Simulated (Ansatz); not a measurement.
# C: the cost of one run

Computed with Ansatz 0.2.0 (DFT PBE, scalar-relativistic, plane waves, PAW, unless a step's input says otherwise).

12 further runs of the same task are left out: 12 set aside as unsound or not needed.

## 1. The system as given

It takes space group P6/mmm (No. 191, hexagonal). Conventional cell: a = 2.456 Å, b = 2.456 Å, c = 8.524 Å, α = 90.00°, β = 90.00°, γ = 120.00°. C (site symmetry -6m2) has 3 C at 1.42 Å as nearest neighbours.

Structure file:

```cif
data_structure
_symmetry_space_group_name_H-M 'P 1'
_symmetry_Int_Tables_number 1
_cell_length_a 2.4562
_cell_length_b 2.4562
_cell_length_c 8.5238
_cell_angle_alpha 90.000
_cell_angle_beta 90.000
_cell_angle_gamma 120.000
_cell_volume 44.53
loop_
_atom_site_label
_atom_site_type_symbol
_atom_site_fract_x
_atom_site_fract_y
_atom_site_fract_z
_atom_site_occupancy
C1 C 0.33333 0.66667 0.00000 1
C2 C 0.66667 0.33333 0.00000 1
```

Source of the structure: the Materials Project (structure only).

## 6. The grid

The energy is mapped over the lattice constants a and c of the conventional cell.

- lattice constant a (and b): 7 values from 2.294 to 2.639 Å
- lattice constant c: 7 values from 8.098 to 8.950 Å

Nothing else is relaxed (symmetry fixes all fractional coordinates). Energies count from the relaxed crystal. Points are written as (first, second).

(The set-up runs are not shown.)

## 7. The run at (2.294 Å, 8.950 Å)

The input, input.yaml:

```yaml
crystal:
  lattice:
    - [2.2938, 0.0, 0.0]
    - [-1.1469, 1.9864890712, 0.0]
    - [0.0, 0.0, 8.9501]
  atoms:
    - { symbol: C, position: [0.3333333333, 0.6666666667, 0.0] }
    - { symbol: C, position: [0.6666666667, 0.3333333333, 0.0] }
basis:
  ecutwfc: 520.0
kpoints:
  mp_grid: { grid: [21, 21, 6] }
hamiltonian:
  xc: pbe
  pseudopotentials: { kind: paw }
scf:
  occupations: { method: gaussian, width: 0.15 }
output:
  forces: true
  stress: true
  eigenvalues: true
```

On the command line:

```bash
$ ansatz run input.yaml --threads 1 --pin off --max-ram 2048MiB --backend cpu --events-out ev --progress --plain --runs-dir out
```

**Question.** How long does this run take on 1 thread of Arm Neoverse N1, shared host, and how much memory does it need?

About 7.8 s, with a peak of 0.35 GiB.
